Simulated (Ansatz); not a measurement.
## Pb under changes of volume

One of the cells (30.323 Å³/atom); the others are scaled copies at fixed shape and fractional positions:

```
CELL_PARAMETERS angstrom
0.00000 2.47502 2.47502
2.47502 0.00000 2.47502
2.47502 2.47502 0.00000
ATOMIC_POSITIONS crystal
Pb 0.00000 0.00000 0.00000
```

```yaml
Program: Ansatz 0.2.0
Functional: LC-wPBE
Potentials_or_basis: Ansatz PAW
Cutoff: "420 eV (not typed: the program's choice for these potentials)"
k_mesh: 5 × 5 × 5
Occupations: fermi-dirac, width 0.05 eV
Spin: no spin polarisation
```

```tsv
volume (Å³/atom)	energy over the lowest point (meV/atom)	pressure (GPa)
28.503	0.99	0.9
29.110	0.00	-0.4
29.716	3.66	-1.5
30.323	11.41	-2.6
30.929	22.88	-3.5
31.535	37.56	-4.3
32.142	?	?
```

Problem. What does the run at 32.142 Å³/atom give?

Solution. Energy over the lowest point 55.21 meV/atom; pressure -5.0 GPa.

Worked out: A Birch-Murnaghan fit of order 3 (a polynomial in V^(-2/3)) to the other rows has its minimum at 28.93 Å³/atom with B0 = V·E''(V) = 60 GPa and B' = 4.6. It gives 55.19 meV/atom at 32.142 Å³/atom, against the run's 55.21, and -dE/dV = -5.0 GPa, against -5.0.

Energies are extrapolated to zero smearing.

Caveats: all runs use coarse meshes; the PAW data sets come from PBE, with cores solved anew for the run's functional, which leaves a small shift of forces and pressure; the thresholds are loose for stress.
